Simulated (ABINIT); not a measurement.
# NiO (Fm-3m) in ABINIT: a series of runs

The runs below take NiO through relaxation of cell and atoms, single point, with PBE.

All numbers are computed with ABINIT 10.8.3 (patched build); they aren't measurements. Logs are shortened: lines on timing, memory, paths and dates and some standing lists are left out, and cuts for length are marked. The log counts tension as positive stress, the text compression.

**1. The structure**

It takes space group Fm-3m (No. 225, cubic). The conventional cell has a = 4.172 Å, b = 4.172 Å, c = 4.172 Å, α = 90.00°, β = 90.00°, γ = 90.00°. Ni (site symmetry m-3m) is surrounded by 6 O at 2.09 Å. O (site symmetry m-3m) has 6 Ni at 2.09 Å as nearest neighbours.

**2. Relaxation of cell and atoms, PBE, collinear spin, ferromagnetic start**

File run.abi:

```
# Pseudopotentials
pp_dirpath "./"
pseudos "Ni.upf, O.upf"

# Structure
acell 2.949910391 2.949910391 2.949910391 Angstrom
rprim
     0.0000000000     0.7071067812     0.7071067812
     0.7071067812     0.0000000000     0.7071067812
     0.7071067812     0.7071067812     0.0000000000
ntypat 2
znucl 28 8
natom 2
typat 1 2
chkprim 0
chksymtnons 0
tolsym 1.0e-6
xred
            0.0            0.0            0.0
            1/2            1/2            1/2

# Plane-wave basis
ecut 1414.992085 eV
ecutsm 0.5

# k points
kptopt 1
ngkpt 8 8 8
nshiftk 1
shiftk 0.0 0.0 0.0

# Exchange and correlation
ixc 11

# Bands and occupations
nband 17
occopt 3
tsmear 0.05 eV

# Spin
nsppol 2
spinat
     0.0000000000     0.0000000000     1.0000000000
     0.0000000000     0.0000000000     0.0000000000

# SCF cycle
nstep 80
tolvrs 1.0e-12

# Output
iomode 3
prteig 0
prtebands 0
prtwf 0
prtden 0

# Relaxation
ionmov 2
optcell 2
ntime 50
tolmxf 2.0e-5
dilatmx 1.08
```

Potentials or basis: PseudoDojo NC SR PBE v0.5 stringent.

Command:

```bash
$ mpirun --bind-to none -np 4 abinit run.abi > log 2>&1
```

run.abo:

```text
.Version 10.8.3 of ABINIT
 Symmetries : space group Fm -3 m (#225); Bravais cF (face-center cubic)
================================================================================
 Values of the parameters that define the memory need of the present run
     intxc =       0    ionmov =       2      iscf =       7    lmnmax =       6
     lnmax =       6     mgfft =      40  mpssoang =       3    mqgrid =    3001
     natom =       2  nloc_mem =       1    nspden =       2   nspinor =       1
    nsppol =       2      nsym =      48    n1xccc =    2501    ntypat =       2
    occopt =       3   xclevel =       2
       mpw =        2786          nfft =       64000          nkpt =          29
================================================================================
================================================================================

--------------------------------------------------------------------------------
------------- Echo of variables that govern the present computation ------------
--------------------------------------------------------------------------------
 -outvars: echo values of preprocessed input variables --------
            acell      5.5745227350E+00  5.5745227350E+00  5.5745227350E+00 Bohr
              amu      5.86900000E+01  1.59994000E+01
          chkprim           0
      chksymtnons           0
          dilatmx      1.08000000E+00
             ecut      5.20000000E+01 Hartree
           ecutsm      5.00000000E-01 Hartree
           ionmov           2
              ixc          11
         kptrlatt        8    0    0      0    8    0      0    0    8
          kptrlen      4.45961819E+01
            natom           2
            nband          17
            ngfft          40      40      40
             nkpt          29
           nspden           2
           nsppol           2
            nstep          80
             nsym          48
            ntime          50
           ntypat           2
           occopt           3
          optcell           2
           prtden           0
        prtebands           0
           prteig           0
            prtwf           0
            rprim      0.0000000000E+00  7.0710678120E-01  7.0710678120E-01
                       7.0710678120E-01  0.0000000000E+00  7.0710678120E-01
                       7.0710678120E-01  7.0710678120E-01  0.0000000000E+00
          spgroup         225
           spinat      0.0000000000E+00  0.0000000000E+00  1.0000000000E+00
                       0.0000000000E+00  0.0000000000E+00  0.0000000000E+00
           tolmxf      2.00000000E-05
           tolsym      1.00000000E-06
           tolvrs      1.00000000E-12
           tsmear      1.83746611E-03 Hartree
            typat      1  2
           xangst      0.0000000000E+00  0.0000000000E+00  0.0000000000E+00
                       2.0859016414E+00  2.0859016414E+00  2.0859016414E+00
            xcart      0.0000000000E+00  0.0000000000E+00  0.0000000000E+00
                       3.9417828278E+00  3.9417828278E+00  3.9417828278E+00
             xred      0.0000000000E+00  0.0000000000E+00  0.0000000000E+00
                       5.0000000000E-01  5.0000000000E-01  5.0000000000E-01
            znucl       28.00000    8.00000

================================================================================

 chkinp: Checking input parameters for consistency.

================================================================================
== DATASET  1 ==================================================================

--- !DatasetInfo
iteration_state: {dtset: 1, }
dimensions: {natom: 2, nkpt: 29, mband: 17, nsppol: 2, nspinor: 1, nspden: 2, mpw: 2786, }
cutoff_energies: {ecut:  52.0, pawecutdg:  -1.0, }
electrons: {nelect:   2.40000000E+01, charge:   0.00000000E+00, occopt:   3.00000000E+00, tsmear:   1.83746611E-03, }
meta: {optdriver: 0, ionmov: 2, optcell: 2, iscf: 7, paral_kgb: 0, }
...

 Exchange-correlation functional for the present dataset will be:
  GGA: Perdew-Burke-Ernzerhof functional - ixc=11
  J.P.Perdew, K.Burke, M.Ernzerhof, PRL 77, 3865 (1996)

 Real(R)+Recip(G) space primitive vectors, cartesian coordinates (Bohr,Bohr^-1):
 R(1)=  0.0000000  3.9417828  3.9417828  G(1)= -0.1268462  0.1268462  0.1268462
 R(2)=  3.9417828  0.0000000  3.9417828  G(2)=  0.1268462 -0.1268462  0.1268462
 R(3)=  3.9417828  3.9417828  0.0000000  G(3)=  0.1268462  0.1268462 -0.1268462
 Unit cell volume ucvol=  1.2249210E+02 bohr^3
 Angles (23,13,12)=  6.00000000E+01  6.00000000E+01  6.00000000E+01 degrees

 getcut: wavevector=  0.0000  0.0000  0.0000  ngfft=  40  40  40
         ecut(hartree)=     60.653   => boxcut(ratio)=   2.04674

--- Pseudopotential description ------------------------------------------------
- pspini: atom type   1  psp file is ./Ni.upf
  28.00000  18.00000  171031                  znucl, zion, pspdat
12 -101130 2 -1 1372                          pspcod,pspxc,lmax,lloc,mmax
     nproj     2     2     2

- pspini: atom type   2  psp file is ./O.upf
   8.00000   6.00000  171031                  znucl, zion, pspdat
12 -101130 2 -1 936                           pspcod,pspxc,lmax,lloc,mmax
     nproj     2     2     1

   6.06909491E+02                                ecore*ucvol(ha*bohr**3)
--------------------------------------------------------------------------------

================================================================================

=== [ionmov= 2] Broyden-Fletcher-Goldfarb-Shanno method (forces)
================================================================================

--- Iteration: ( 1/50) Internal Cycle: (1/1)
--------------------------------------------------------------------------------

---SELF-CONSISTENT-FIELD CONVERGENCE--------------------------------------------

--- !BeginCycle
iteration_state: {dtset: 1, itime: 1, icycle: 1, }
solver: {iscf: 7, nstep: 80, nline: 4, wfoptalg: 0, }
tolerances: {tolvrs: 1.00E-12, }
...
[... 411 lines left out ...]
  0.00000000000000E+00  3.98578621100124E+00  3.98578621100124E+00
  3.98578621100124E+00  0.00000000000000E+00  3.98578621100124E+00
  3.98578621100124E+00  3.98578621100124E+00  0.00000000000000E+00
 Unitary Cell Volume (ucvol) [Bohr^3]=  1.26640319275989E+02
 Angles (23,13,12)= [degrees]
  6.00000000000000E+01  6.00000000000000E+01  6.00000000000000E+01
 Lengths [Bohr]
  5.63675291631762E+00  5.63675291631762E+00  5.63675291631762E+00
 Stress tensor in cartesian coordinates (strten) [Ha/bohr^3]
 -1.01361910032072E-07  0.00000000000000E+00  0.00000000000000E+00
  0.00000000000000E+00 -1.01361910025133E-07  0.00000000000000E+00
  0.00000000000000E+00  0.00000000000000E+00 -1.01361910018194E-07
 Total energy (etotal) [Ha]= -1.85738405665673E+02

 Difference of energy with previous step (new-old):
           Absolute (Ha)=-1.96024E-07
           Relative     =-1.05537E-09

 At Broyd/MD step   4, gradients are converged :
  max grad (force/stress) = 1.0136E-05 < tolmxf= 2.0000E-05 ha/bohr (free atoms)

================================================================================

 ----iterations are completed or convergence reached----

 Mean square residual over all n,k,spin=   11.372E-17; max=  77.618E-15
 reduced coordinates (array xred) for    2 atoms
       0.000000000000      0.000000000000      0.000000000000
       0.500000000000      0.500000000000      0.500000000000
 rms dE/dt=  0.0000E+00; max dE/dt=  0.0000E+00; dE/dt below (all hartree)
    1       0.000000000000      0.000000000000      0.000000000000
    2       0.000000000000      0.000000000000      0.000000000000

 cartesian coordinates (angstrom) at end:
    1      0.00000000000000     0.00000000000000     0.00000000000000
    2      2.10918722896237     2.10918722896237     2.10918722896237

 cartesian forces (hartree/bohr) at end:
    1     -0.00000000000000    -0.00000000000000    -0.00000000000000
    2     -0.00000000000000    -0.00000000000000    -0.00000000000000
 frms,max,avg= 0.0000000E+00 0.0000000E+00   0.000E+00  0.000E+00  0.000E+00 h/b

 cartesian forces (eV/Angstrom) at end:
    1     -0.00000000000000    -0.00000000000000    -0.00000000000000
    2     -0.00000000000000    -0.00000000000000    -0.00000000000000
 frms,max,avg= 0.0000000E+00 0.0000000E+00   0.000E+00  0.000E+00  0.000E+00 e/A
 length scales=  5.636752916318  5.636752916318  5.636752916318 bohr
              =  2.982841184783  2.982841184783  2.982841184783 angstroms
 Fermi (or HOMO) energy (hartree) =   0.31169   Average Vxc (hartree)=  -0.47411
 Magnetization (Bohr magneton)=  1.88324055E+00
 Total spin up =  1.29416203E+01   Total spin down =  1.10583797E+01
 Eigenvalues (hartree) for nkpt=  29  k points, SPIN UP:
 kpt#   1, nband= 17, wtk=  0.00195, kpt=  0.0000  0.0000  0.0000 (reduced coord)
  -3.52431   -2.06976   -2.06976   -2.06976   -0.42429    0.19023    0.19023    0.20671
   0.20671    0.20671    0.21558    0.21558    0.21558    0.36341    0.96493    0.99710
   0.99710
      occupation numbers for kpt#   1
   1.00000    1.00000    1.00000    1.00000    1.00000    1.00000    1.00000    1.00000
   1.00000    1.00000    1.00000    1.00000    1.00000    0.00000    0.00000    0.00000
   0.00000
 prteigrs : prtvol=0 or 1, do not print more k-points.

 Eigenvalues (hartree) for nkpt=  29  k points, SPIN DOWN:
 kpt#   1, nband= 17, wtk=  0.00195, kpt=  0.0000  0.0000  0.0000 (reduced coord)
  -3.45922   -2.00152   -2.00152   -2.00152   -0.40598    0.22851    0.22851    0.22851
   0.24964    0.24964    0.24964    0.29633    0.29633    0.37634    0.96148    1.00541
   1.00541
      occupation numbers for kpt#   1
   1.00000    1.00000    1.00000    1.00000    1.00000    1.00000    1.00000    1.00000
   1.00000    1.00000    1.00000    0.99977    0.99977    0.00000    0.00000    0.00000
   0.00000
 prteigrs : prtvol=0 or 1, do not print more k-points.

--- !EnergyTerms
iteration_state     : {dtset: 1, itime: 4, icycle: 1, }
comment             : Components of total free energy in Hartree
kinetic             :  9.29496470388287E+01
hartree             :  5.60806276100682E+01
xc                  : -2.60928997423090E+01
Ewald energy        : -1.18291131910351E+02
psp_core            :  4.79238755907108E+00
local_psp           : -1.64381244750751E+02
non_local_psp       : -3.07956052811765E+01
internal            : -1.85738219476619E+02
'-kT*entropy'       : -1.86189053811364E-04
total_energy        : -1.85738405665673E+02
total_energy_eV     : -5.05419949728134E+03
band_energy         : -1.71788815280643E+01
...

 Cartesian components of stress tensor (hartree/bohr^3)
  sigma(1 1)= -1.01361910E-07  sigma(3 2)=  0.00000000E+00
  sigma(2 2)= -1.01361910E-07  sigma(3 1)=  0.00000000E+00
  sigma(3 3)= -1.01361910E-07  sigma(2 1)=  0.00000000E+00

-Cartesian components of stress tensor (GPa)         [Pressure=  2.9822E-03 GPa]
- sigma(1 1)= -2.98217035E-03  sigma(3 2)=  0.00000000E+00
- sigma(2 2)= -2.98217035E-03  sigma(3 1)=  0.00000000E+00
- sigma(3 3)= -2.98217035E-03  sigma(2 1)=  0.00000000E+00

== END DATASET(S) ==============================================================
================================================================================

 -outvars: echo values of variables after computation  --------
            acell      5.6367529163E+00  5.6367529163E+00  5.6367529163E+00 Bohr
           etotal     -1.8573840567E+02
            fcart     -0.0000000000E+00 -0.0000000000E+00 -0.0000000000E+00
                      -0.0000000000E+00 -0.0000000000E+00 -0.0000000000E+00
            rprim      0.0000000000E+00  7.0710678119E-01  7.0710678119E-01
                       7.0710678119E-01  0.0000000000E+00  7.0710678119E-01
                       7.0710678119E-01  7.0710678119E-01  0.0000000000E+00
           strten     -1.0136191003E-07 -1.0136191003E-07 -1.0136191002E-07
                       0.0000000000E+00  0.0000000000E+00  0.0000000000E+00
           xangst      0.0000000000E+00  0.0000000000E+00  0.0000000000E+00
                       2.1091872290E+00  2.1091872290E+00  2.1091872290E+00
             xred      0.0000000000E+00  0.0000000000E+00  0.0000000000E+00
                       5.0000000000E-01  5.0000000000E-01  5.0000000000E-01
 Calculation completed.
```

Run time: 2.5 min. Hardware: 4 MPI ranks of Intel Xeon Platinum 8488C (Sapphire Rapids), shared host; peak memory 0.4 GiB.

Results:

```yaml
Free_energy: -5054.1995 eV
Relaxed_volume: 9.38 Å³/atom
Relaxed_cell: a = 2.983 Å, b = 2.983 Å, c = 2.983 Å, α = 60.00°, β = 60.00°, γ = 60.00°
Space_group_after_relaxing_to_0.05_Å: Fm-3m (No. 225)
Energy_gained_by_relaxing: 6.0 meV/atom
Ionic_steps: 4
Pressure_after_relaxing: 0.0 GPa
Band_gap_on_the_k_mesh: none (metal or under the smearing width)
Net_moment: 1.88 μB per cell
Site_moments: Ni +1.54; O +0.33 μB
```

Step by step:
```
step  energy change (eV)  largest force (eV/Å)  pressure (GPa)  volume (Å³)
   1              0.0000                0.0000            6.48        18.15
   2             -0.0101                0.0000            2.51        18.51
   3             -0.0120                0.0000            0.13        18.75
   4             -0.0120                0.0000            0.00        18.77
```

Final structure:
```yaml
crystal:
  lattice:
    - [0.00000, 2.10919, 2.10919]
    - [2.10919, 0.00000, 2.10919]
    - [2.10919, 2.10919, 0.00000]
  atoms:
    - { symbol: Ni, position: [0.00000, 0.00000, 0.00000] }
    - { symbol: O, position: [0.50000, 0.50000, 0.50000] }
```

Caveat: small starting moments can end in a higher magnetic state in this program; a cell with one magnetic atom can't hold antiferromagnetic order, which such compounds often take; semilocal functionals often make such compounds metallic where correlation or magnetic order opens a gap, which also shifts bond lengths. PBE usually gives volumes a little too large and moduli too small.

**3. Single point, PBE, collinear spin, ferromagnetic start (cell relaxed)**

File run.abi:

```
# Pseudopotentials
pp_dirpath "./"
pseudos "Ni.upf, O.upf"

# Structure
acell 5.6367529153 5.6367529153 5.6367529153
rprim
     0.0000000000     0.7071067812     0.7071067812
     0.7071067812     0.0000000000     0.7071067812
     0.7071067812     0.7071067812     0.0000000000
ntypat 2
znucl 28 8
natom 2
typat 1 2
xcart
     0.0000000000     0.0000000000     0.0000000000
     2.1091872300     2.1091872300     2.1091872300 Angstrom
chkprim 0
chksymtnons 0
tolsym 1.0e-6

# Plane-wave basis
ecut 52.0

# k points
kptopt 1
ngkpt 8 8 8
nshiftk 1
shiftk 0.0 0.0 0.0

# Exchange and correlation
ixc 11

# Bands and occupations
nband 17
occopt 3
tsmear 0.00183747

# Spin
nsppol 2
spinat
     0.0000000000     0.0000000000     1.0000000000
     0.0000000000     0.0000000000     0.0000000000

# SCF cycle
nstep 100
tolvrs 1.0e-10

# Output
iomode 3
prtwf 0
prtden 0
prteig 0
prtebands 0
enunit 2
```

Potentials or basis: PseudoDojo NC SR PBE v0.5 stringent.

Command:

```bash
$ mpirun --bind-to none -np 4 abinit run.abi > log 2>&1
```

Run time: 45 s. Hardware: 4 MPI ranks of Intel Xeon Platinum 8488C (Sapphire Rapids), shared host; peak memory 0.36 GiB.

The run converged. Its results:

```yaml
Free_energy: -5054.0061 eV
Pressure: -7.9 GPa
Band_gap_on_the_k_mesh: none (metal or under the smearing width)
Net_moment: 0.00 μB per cell
Valence_electrons_inside_the_program's_atomic_spheres: Ni 16.22; O 6.12
```

Levels at points of the mesh, in eV from the Fermi level:
Spin up:
| k point | band 9 | band 10 | band 11 | band 12 | band 13 | band 14 | band 15 | band 16 |
| --- | --- | --- | --- | --- | --- | --- | --- | --- |
| (0.00, 0.00, 0.00) | -1.72 | -1.72 | -1.72 | -1.51 | -1.51 | 1.49 | 17.74 | 18.83 |
| (0.50, 0.00, 0.00) | -0.95 | -0.95 | -0.60 | 1.19 | 1.19 | 5.61 | 9.76 | 14.03 |
| (0.50, 0.50, 0.00) | -2.64 | -1.14 | -0.69 | -0.69 | -0.67 | 6.26 | 10.34 | 12.35 |
Spin down:
| k point | band 9 | band 10 | band 11 | band 12 | band 13 | band 14 | band 15 | band 16 |
| --- | --- | --- | --- | --- | --- | --- | --- | --- |
| (0.00, 0.00, 0.00) | -1.72 | -1.72 | -1.72 | -1.51 | -1.51 | 1.49 | 17.74 | 18.83 |
| (0.50, 0.00, 0.00) | -0.95 | -0.95 | -0.60 | 1.19 | 1.19 | 5.61 | 9.76 | 14.03 |
| (0.50, 0.50, 0.00) | -2.64 | -1.14 | -0.69 | -0.69 | -0.67 | 6.26 | 10.34 | 12.35 |

Caveat: small starting moments can end in a higher magnetic state in this program; semilocal functionals often make such compounds metallic where correlation or magnetic order opens a gap, which also shifts bond lengths.
